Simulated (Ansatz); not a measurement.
# Yb (Fm-3m) in Ansatz: convergence with wavefunction cutoff

Aim: find how far wavefunction cutoff must go before the results for Yb settle, at PBE. This setting moves, with any that are tied to it; all else stays.

Everything below comes from runs of Ansatz 0.2.0. Logs are shortened: lines on timing, memory, paths and dates and some standing lists are left out, and cuts for length are marked.

**1. The crystal as given**

The structure is cubic, space group Fm-3m (No. 225). The conventional cell has a = 5.486 Å, b = 5.486 Å, c = 5.486 Å, α = 90.00°, β = 90.00°, γ = 90.00°. Around Yb (site symmetry m-3m) lie 12 Yb at 3.88 Å.

**2. With wavefunction cutoff 200 eV**

File input.yaml:

```yaml
crystal:
  lattice:
    - [0.0, 2.7431, 2.7431]
    - [2.7431, 0.0, 2.7431]
    - [2.7431, 2.7431, 0.0]
  atoms:
    - { symbol: Yb, position: [0.0, 0.0, 0.0], spin: 1.0 }
hamiltonian:
  xc: pbe
  pseudopotentials: { kind: paw }
magnetization:
  spin_polarized: true
kpoints:
  mp_grid: { grid: [7, 7, 7] }
scf:
  occupations: { method: cold, width: 0.1 }
output:
  forces: true
  stress: true
  eigenvalues: true
basis:
  ecutwfc: "200 eV"
```

Potentials or basis: Ansatz PAW.

Started as:

```bash
$ ansatz run input.yaml --threads 2 --pin off --max-ram 5632MiB --backend cpu --events-out ev --progress --plain --runs-dir out
```

Run time: 0.78 s. Hardware: 2 threads of AMD EPYC 7R43 (Zen 3), shared host; peak memory 0.31 GiB.

Results:

```
Free energy            : -13786.9347 eV
Pressure               : 3.0 GPa
Band gap on the k mesh : none (metal or under the smearing width)
Net moment             : 0.14 μB per cell
Absolute moment        : 0.14 μB per cell
Site moments           : Yb +0.06 μB
```

**3. With wavefunction cutoff 250 eV**

input.yaml: that of step 2 with these lines changed.

```diff
@@ -21,2 +21,2 @@
 basis:
-  ecutwfc: "200 eV"
+  ecutwfc: "250 eV"
```

Potentials or basis: Ansatz PAW.

Started as:

```bash
$ ansatz run input.yaml --threads 2 --pin off --max-ram 5632MiB --backend cpu --events-out ev --progress --plain --runs-dir out
```

It took 1.1 s on 2 threads of AMD EPYC 7R43 (Zen 3), shared host; peak memory 0.32 GiB.

Results:

| Property | Result |
| --- | --- |
| Free energy | -13793.8303 eV |
| Pressure | 0.4 GPa |
| Band gap on the k mesh | none (metal or under the smearing width) |
| Net moment | 0.13 μB per cell |
| Absolute moment | 0.14 μB per cell |
| Site moments | Yb +0.06 μB |

**4. With wavefunction cutoff 300 eV**

input.yaml: that of step 3 with these lines changed.

```diff
@@ -21,2 +21,2 @@
 basis:
-  ecutwfc: "250 eV"
+  ecutwfc: "300 eV"
```

Started as:

```bash
$ ansatz run input.yaml --threads 2 --pin off --max-ram 5632MiB --backend cpu --events-out ev --progress --plain --runs-dir out
```

Run time: 1.7 s. Hardware: 2 threads of AMD EPYC 7R43 (Zen 3), shared host; peak memory 0.33 GiB.

What came out:

```
Free energy            : -13794.9249 eV
Pressure               : -2.0 GPa
Band gap on the k mesh : none (metal or under the smearing width)
Net moment             : 0.09 μB per cell
Absolute moment        : 0.11 μB per cell
Site moments           : Yb +0.04 μB
```

**5. With wavefunction cutoff 350 eV**

input.yaml: that of step 4 with these lines changed.

```diff
@@ -21,2 +21,2 @@
 basis:
-  ecutwfc: "300 eV"
+  ecutwfc: "350 eV"
```

Started as:

```bash
$ ansatz run input.yaml --threads 2 --pin off --max-ram 5632MiB --backend cpu --events-out ev --progress --plain --runs-dir out
```

Wall time 5.6 s (2 threads of AMD EPYC 7R43 (Zen 3), shared host); peak memory 0.34 GiB.

Results:

```
Free energy            : -13794.9778 eV
Pressure               : -2.2 GPa
Band gap on the k mesh : none (metal or under the smearing width)
Net moment             : 0.01 μB per cell
Absolute moment        : 0.01 μB per cell
```

**6. With wavefunction cutoff 400 eV**

input.yaml: that of step 5 with these lines changed.

```diff
@@ -21,2 +21,2 @@
 basis:
-  ecutwfc: "350 eV"
+  ecutwfc: "400 eV"
```

Potentials or basis: Ansatz PAW.

Started as:

```bash
$ ansatz run input.yaml --threads 2 --pin off --max-ram 5632MiB --backend cpu --events-out ev --progress --plain --runs-dir out
```

Wall time 11 s (2 threads of AMD EPYC 7R43 (Zen 3), shared host); peak memory 0.38 GiB.

It converged, with:

* Free energy: -13794.9803 eV
* Pressure: -2.2 GPa
* Band gap on the k mesh: none (metal or under the smearing width)
* Net moment: 0.00 μB per cell
* Absolute moment: 0.00 μB per cell

**7. With wavefunction cutoff 450 eV**

input.yaml: that of step 6 with these lines changed.

```diff
@@ -21,2 +21,2 @@
 basis:
-  ecutwfc: "400 eV"
+  ecutwfc: "450 eV"
```

Started as:

```bash
$ ansatz run input.yaml --threads 2 --pin off --max-ram 5632MiB --backend cpu --events-out ev --progress --plain --runs-dir out
```

It took 7.3 s on 2 threads of AMD EPYC 7R43 (Zen 3), shared host; peak memory 0.35 GiB.

The run converged. Its results:

```
Free energy            : -13794.9223 eV
Pressure               : -2.6 GPa
Band gap on the k mesh : none (metal or under the smearing width)
Net moment             : 0.00 μB per cell
Absolute moment        : 0.00 μB per cell
```

**8. With wavefunction cutoff 500 eV**

input.yaml: that of step 7 with these lines changed.

```diff
@@ -21,2 +21,2 @@
 basis:
-  ecutwfc: "450 eV"
+  ecutwfc: "500 eV"
```

Started as:

```bash
$ ansatz run input.yaml --threads 2 --pin off --max-ram 5632MiB --backend cpu --events-out ev --progress --plain --runs-dir out
```

Run time: 7 s. Hardware: 2 threads of AMD EPYC 7R43 (Zen 3), shared host; peak memory 0.36 GiB.

It converged, with:

- Free energy: -13794.9230 eV
- Pressure: -2.6 GPa
- Band gap on the k mesh: none (metal or under the smearing width)
- Net moment: 0.00 μB per cell
- Absolute moment: 0.00 μB per cell

**9. With wavefunction cutoff 600 eV**

input.yaml: that of step 8 with these lines changed.

```diff
@@ -21,2 +21,2 @@
 basis:
-  ecutwfc: "500 eV"
+  ecutwfc: "600 eV"
```

Potentials or basis: Ansatz PAW.

Started as:

```bash
$ ansatz run input.yaml --threads 2 --pin off --max-ram 5632MiB --backend cpu --events-out ev --progress --plain --runs-dir out
```

Wall time 16 s (2 threads of AMD EPYC 7R43 (Zen 3), shared host); peak memory 0.38 GiB.

The run converged. Its results:

- Free energy: -13794.9833 eV
- Pressure: -2.2 GPa
- Band gap on the k mesh: none (metal or under the smearing width)
- Net moment: 0.05 μB per cell
- Absolute moment: 0.06 μB per cell

**10. With wavefunction cutoff 800 eV**

input.yaml: that of step 9 with these lines changed.

```diff
@@ -21,2 +21,2 @@
 basis:
-  ecutwfc: "600 eV"
+  ecutwfc: "800 eV"
```

Potentials or basis: Ansatz PAW.

Started as:

```bash
$ ansatz run input.yaml --threads 2 --pin off --max-ram 5632MiB --backend cpu --events-out ev --progress --plain --runs-dir out
```

The program printed:

```text
Warning: where an SCF of this run starts from atoms to list the orders of its open shells, Yb (site 0, from 0) starts with 0.44 μB on its 4f shell and 0.44 μB on its 5d shell, in the place of the 1.00 μB that the deck gives it: its open shells can hold no more by Hund's first rule. To start from spheres of the given moment, type scf.initial_density.shell_occupations: []
Warning: RAYON_NUM_THREADS=2 ignored (pool sized by the plan → 2); use --threads N
Engine: ansatz 0.2.0, x86_64-unknown-linux-gnu
Pseudopotentials: kind: paw
Pseudopotential: Yb, paw, valence charge 24, recommended cutoff 420 eV (normal), Yb.paw.azcp
Functional definition: PBE
  parameter kappa = 0.804
  parameter beta = 0.06672455060314922
  exchange = pbe_x(kappa = kappa, mu = beta*pi^2/3)
  correlation = pbe_c(beta = beta)
Crystal: 1 atoms, lattice volume = 41.281 Å³
Basis set: ecut = 800 eV, 2109 PW (Γ), exchange–correlation on 72×72×72 points (8 copies of the dense FFT grid, shifted against one another)
Bands: 17, of which v1, the nominal top of the filled ones, is band 12 counted from 1 (11 counted from 0)
Symmetry: 48 space group operations
Space group: Fm-3m (ITA 225), of the structure as read, at distance tolerance 3.5e-5 Å
Magnetic group: BNS 225.116 (UNI 1618), of the structure as read, at distance tolerance 3.5e-5 Å
k-points: 20 of 343
Non-local potential: Yb, projectors of the file, l = 0: 3, l = 1: 2, l = 2: 2, l = 3: 3
PAW form: soft (Blöchl's): semilocal exchange-correlation on the pseudo side does not see the compensation charge
PAW one-centre angular grid: Yb, 590 points (default); XC on 64 Gauss nodes
Initial density: superposition of atomic densities (chi_scale 0.1, normalization cell)
Starting moments: Σ|m| = 1 μB on 1 of 1 site
Initial wavefunctions: pseudopotential atomic-orbital guess
Functional: x = pbe(κ = 0.804, μ = 0.2195149727645171), c = pbe(β = 0.06672455060314922)
iter 1 solved again at ethr=1.92e-4 eV; its pass at ethr=3.10e-3 eV (dr2=4.62e-2 eV) is discarded
SCF iter   1: F=—  HF=-13794.817917 eV  |F-HF|=—  |Δ(HF+E_count)|=         —  Δρ=2.82e-2 (↑2.82e-2 ↓2.56e-2)  dr2=4.61e-2  dr2_m=2.66e-1  M=0.297 μB ∫|m|=0.297 μB  β_m=0.30  ethr=1.92e-4  ⟨swp⟩=1.0  Hψ=4364  notcnv=0
Mixer restart at iter 1: flushing history
preconditioner: auto → none  [insulator: Δε(μ)=0.105 eV  Ē_g=10.113 eV  σ=0.100 eV  W_gap=0.54  n_scr=14 (ndim 8)  ℏωp=27.1 eV  f_vac=0.000  D(μ)=4.46/eV (n_scr^D=58)  ε∞_Penn≈8.2]
SCF iter   2: F=—  HF=-13794.830236 eV  |F-HF|=—  |Δ(HF+E_count)|=   1.23e-2  Δρ=2.27e-2 (↑1.98e-2 ↓2.27e-2)  dr2=1.92e-2  dr2_m=1.67e-1  M=0.248 μB ∫|m|=0.248 μB  β_m=0.63  ethr=1.92e-4  ⟨swp⟩=2.0  Hψ=745  notcnv=0
SCF iter   3: F=—  HF=-13795.070472 eV  |F-HF|=—  |Δ(HF+E_count)|=   2.40e-1  Δρ=1.40e-2 (↑1.40e-2 ↓6.72e-3)  dr2=1.30e-1  dr2_m=5.48e-3  M=0.085 μB ∫|m|=0.127 μB  β_m=0.49  ethr=8.01e-5  ⟨swp⟩=5.7  Hψ=2710  notcnv=0  defer=12
SCF iter   4: F=—  HF=-13794.952194 eV  |F-HF|=—  |Δ(HF+E_count)|=   1.18e-1  Δρ=4.27e-3 (↑4.27e-3 ↓2.98e-3)  dr2=2.20e-2  dr2_m=2.58e-4  M=0.074 μB ∫|m|=0.113 μB  β_m=0.56  ethr=8.01e-5  ⟨swp⟩=3.0  Hψ=2092  notcnv=0  defer=23
SCF iter   5: F=—  HF=-13794.968538 eV  |F-HF|=—  |Δ(HF+E_count)|=   1.63e-2  Δρ=1.58e-3 (↑1.05e-3 ↓1.58e-3)  dr2=2.43e-3  dr2_m=5.00e-5  M=0.076 μB ∫|m|=0.105 μB  β_m=0.78  ethr=8.01e-5  ⟨swp⟩=2.5  Hψ=1613  notcnv=0  defer=23
SCF iter   6: F=—  HF=-13794.981413 eV  |F-HF|=—  |Δ(HF+E_count)|=   1.29e-2  Δρ=1.43e-3 (↑1.43e-3 ↓4.37e-4)  dr2=1.25e-3  dr2_m=9.45e-5  M=0.069 μB ∫|m|=0.090 μB  β_m=0.89  ethr=1.01e-5  ⟨swp⟩=2.0  Hψ=1175  notcnv=0  defer=21
SCF iter   7: F=—  HF=-13794.986956 eV  |F-HF|=—  |Δ(HF+E_count)|=   5.54e-3  Δρ=9.16e-4 (↑9.16e-4 ↓8.90e-4)  dr2=5.75e-6  dr2_m=3.07e-4  M=0.058 μB ∫|m|=0.067 μB  β_m=0.87  ethr=5.23e-6  ⟨swp⟩=3.1  Hψ=1671  notcnv=0  defer=15
[... 111 lines left out ...]
iter 89 did not close the SCF: its close was put off for a magnetic moment that had not settled (scf_convergence_deferred on its scf_iter line)
SCF iter  89: F=-13794.983302 eV  HF=-13794.983302 eV  |F-HF|=3.11e-8  |Δ(HF+E_count)|=   2.75e-7  S|Δr|=    0.00e0  Δρ=5.98e-6 (↑3.89e-6 ↓5.98e-6)  dr2=3.08e-8  dr2_m=1.59e-9  M=0.029 μB ∫|m|=0.034 μB  β_m=0.36  ethr=1.00e-12  ⟨swp⟩=3.3  Hψ=3520  notcnv=0  recentre
SCF iter  90: F=-13794.983302 eV  HF=-13794.983302 eV  |F-HF|=3.08e-9  |Δ(HF+E_count)|=   6.97e-8  S|Δr|=    0.00e0  Δρ=3.83e-6 (↑2.73e-6 ↓3.83e-6)  dr2=1.00e-8  dr2_m=1.56e-9  M=0.030 μB ∫|m|=0.035 μB  ethr=1.00e-12  ⟨swp⟩=1.1  Hψ=2413  notcnv=0
SCF 1 converged in 90 iterations: F = -13794.983302 eV  dr2 = 1.00e-8
this state was not tested for a lower state beside it, because cold or Methfessel-Paxton smearing, or corrected tetrahedra, fill the levels in a way that the test cannot read (fill_not_monotonic; see scf.lower_state_search)
SCF converged after 90 iterations
Magnetization: 0.0298 μB (12.0149 up, 11.9851 down)
Absolute magnetization: 0.0363 μB (∫|ρ↑−ρ↓|, with the PAW one-centre terms)
Spin contamination: 0.0003 ħ² per cell (⟨S²⟩ above its minimum at these occupations)
Per-site moments (μB) at R_I (Å): [(0.01183566400124938, 1.6002233044650755)]
Free energy (F): -13794.983302 eV
Harris-Foulkes:  -13794.983302 eV  (|F-HF|=3.08e-9)
Internal energy: -13794.986410 eV  (E = F + TS)
E sigma→0 (E₀):  -13794.984338 eV
Entropy (-TS):   0.003108 eV (3.108 meV/atom)
Fermi energy:    9.082136 eV
Step filling:    the computed levels leave a gap of 0.0284 eV = 0.3 smearing widths at the electron count; against every level under it full and every level over it empty, smearing changes F+E_penalty+E_count by -2.299 meV and its σ→0 estimate by -3.335 meV
--- Per-component energies (eV) ---
  E_band       = -38.033364
  E_kinetic    = 350.417903
  E_local      = -6579.053272  (includes V_loc(G=0)·N_el)
  E_nonlocal   = 556.017339
  E_hartree    = 2861.930717
  E_xc         = -161.317130
  E_vxc        = -200.692938  (∫ρ·V_xc dr)
  E_paw        = -7357.218440  (= ΣΔE_a)
  E_vpaw       = 111.426887  (= ΣTr[D̂ρ^β])
  E_aug_tail   = 0.000000  (compensation charges beyond the density's cutoff)
  E_ewald      = -3465.763528
  E_smearing   = 0.003108  (= −TS)
  E_closure    = 0.000000  (closes the sum)
  Σ components = -13794.983302   (vs F -13794.983302, Δ=0.00e0)
--- Forces (eV/Å), atoms counted from 1 ---
  atom   1  Yb     0.00000000    -0.00000000    -0.00000000
  max |Σ_I F_I| component: 4.62e-32 eV/Å
--- Stress (GPa, compression-positive) ---
       -2.172350       0.000000      -0.000000
       -0.000000      -2.172350      -0.000000
        0.000000       0.000000      -2.172350
  P = ⅓ Tr σ = -2.1724 GPa (-21.724 kbar)
--- Band table (eV; the first three rows and the last of 40) ---
  k-point 0 ↑: bands = ["-42.6048", "-14.9100", "-14.9100", "-14.9100", "4.1766", "8.6732", "8.7489", "8.7489", "8.7489", "8.8194", "8.8194", "8.8194", "11.8140", "11.8140", "11.8140", "13.6700", "13.6700"]
  k-point 1 ↑: bands = ["-42.6032", "-14.9510", "-14.9156", "-14.9156", "4.5837", "8.6780", "8.7426", "8.7574", "8.7574", "8.8011", "8.8011", "8.8199", "11.2847", "11.9866", "11.9866", "13.4848", "13.4848"]
  k-point 2 ↑: bands = ["-42.5996", "-15.0416", "-14.9283", "-14.9283", "5.6873", "8.6918", "8.7291", "8.7597", "8.7597", "8.7874", "8.7874", "8.8211", "10.2933", "11.9538", "11.9538", "13.8158", "13.8158"]
  k-point 19 ↓: bands = ["-42.5921", "-15.0552", "-15.0423", "-14.9767", "8.6759", "8.7122", "8.7446", "8.7494", "8.7499", "8.7761", "8.7894", "9.1020", "9.4432", "9.9126", "11.9967", "14.4910", "14.8868"]
```

Run time: 24 s. Hardware: 2 threads of AMD EPYC 7R43 (Zen 3), shared host; peak memory 0.42 GiB.

What came out:

- Free energy: -13794.9833 eV
- Pressure: -2.2 GPa
- Band gap on the k mesh: none (metal or under the smearing width)
- Net moment: 0.03 μB per cell
- Absolute moment: 0.04 μB per cell

**11. The series at a glance**

```
wavefunction cutoff  energy less the tightest run, at zero smearing (meV/atom)  pressure (GPa)  absolute moment (μB)  SCF cycles  CPU time (s)  peak memory (GiB)
             200 eV                                                    8050.17            3.01                  0.14          15           1.3               0.31
             250 eV                                                    1154.87            0.40                  0.14          17           1.9               0.32
             300 eV                                                      59.96           -1.98                  0.11          27             3               0.33
             350 eV                                                       6.37           -2.20                  0.01          99            10               0.34
             400 eV                                                       4.36           -2.19                  0.00         124            20               0.38
             450 eV                                                      14.38           -2.61                  0.00          58            13               0.35
             500 eV                                                      13.67           -2.61                  0.00          55            12               0.36
             600 eV                                                       0.39           -2.17                  0.06          91            28               0.38
             800 eV                                                       0.00           -2.17                  0.04          90            44               0.42
```

Against the tightest run, the energy stays within 1 meV/atom from 600 eV on; the pressure stays within 0.1 GPa from 600 eV on. Not settled before the last step: the absolute moment (to 0.02 μB). The tightest run that finished is the yardstick and may itself not be fully converged.

Caveats: spin-orbit coupling is left out, which moves the levels of the heavy elements; the starting moments weren't kept.
